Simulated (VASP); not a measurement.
GeSe:

```
CELL_PARAMETERS angstrom
10.79000 0.00000 0.00000
0.00000 3.82000 0.00000
0.00000 0.00000 4.38000
ATOMIC_POSITIONS crystal
Ge 0.12100 0.75000 0.89400
Ge 0.62100 0.75000 0.60600
Ge 0.37900 0.25000 0.39400
Ge 0.87900 0.25000 0.10600
Se 0.85200 0.75000 0.49700
Se 0.35200 0.75000 0.00300
Se 0.64800 0.25000 0.99700
Se 0.14800 0.25000 0.50300
```

- Program: VASP 6.6.1
- Task: relaxation of cell and atoms
- Functional: PBE
- Dispersion: D3(BJ)
- Potentials or basis: VASP PAW PBE potentials, release 64 (Ge_d, Se)
- Cutoff: 600 eV
- k mesh: 4 × 8 × 6
- Occupations: gaussian, width 0.03 eV
- Spin: no spin polarisation

At the start: pressure 3.3 GPa; volume 22.57 Å³/atom.

How do energy, volume and symmetry change on relaxing?

Over 25 steps the energy falls by 11.7 meV/atom and the volume is 23.52 Å³/atom (+4.2 %); space group Pnma (No. 62, to 0.05 Å).

Step by step:
| step | energy change (eV) | largest force (eV/Å) | pressure (GPa) | volume (Å³) |
| --- | --- | --- | --- | --- |
| 1 | 0.0000 | 0.2543 | 3.31 | 180.53 |
| 2 | -0.0416 | 0.2877 | -2.39 | 193.00 |
| 3 | -0.0841 | 0.1310 | -0.08 | 187.88 |
| 4 | -0.0841 | 0.1262 | -0.02 | 187.73 |
| 5 | -0.0878 | 0.0880 | 0.00 | 187.88 |
| 6 | -0.0900 | 0.0458 | 0.02 | 188.07 |
| 7 | -0.0901 | 0.0431 | 0.06 | 188.10 |
| 8 | -0.0912 | 0.0347 | -0.05 | 188.44 |
| 9 | -0.0912 | 0.0360 | -0.21 | 188.86 |
| 10 | -0.0914 | 0.0347 | -0.19 | 188.67 |
| 11 | -0.0920 | 0.0429 | 0.00 | 188.33 |
| 12 | -0.0921 | 0.0472 | 0.14 | 188.14 |
| 13 | -0.0926 | 0.0377 | 0.09 | 188.16 |
| 14 | -0.0932 | 0.0185 | 0.04 | 188.20 |
| 15 | -0.0934 | 0.0170 | -0.06 | 188.33 |
| 16 | -0.0934 | 0.0168 | -0.04 | 188.37 |
| 17 | -0.0934 | 0.0168 | -0.09 | 188.43 |
| 18 | -0.0935 | 0.0168 | -0.04 | 188.34 |
| 19 | -0.0936 | 0.0184 | 0.02 | 188.17 |
| 20 | -0.0936 | 0.0183 | 0.11 | 188.14 |
| 21 | -0.0936 | 0.0183 | -0.02 | 188.16 |
| 22 | -0.0936 | 0.0183 | 0.06 | 188.15 |
| 23 | -0.0937 | 0.0132 | 0.01 | 188.18 |
| 24 | -0.0937 | 0.0124 | -0.02 | 188.22 |
| 25 | -0.0938 | 0.0096 | 0.01 | 188.18 |

Final structure:
```xyz
8
Lattice="10.9597 0.0000 0.0000 0.0000 3.8818 0.0000 0.0000 0.0000 4.4232" Properties=species:S:1:pos:R:3 pbc="T T T"
Ge    1.3473    2.9114    3.9370
Ge    6.8272    2.9114    2.6977
Ge    4.1326    0.9705    1.7255
Ge    9.6124    0.9705    0.4861
Se    9.3651    2.9114    2.2056
Se    3.8853    2.9114    0.0060
Se    7.0745    0.9705    4.4172
Se    1.5946    0.9705    2.2176
```
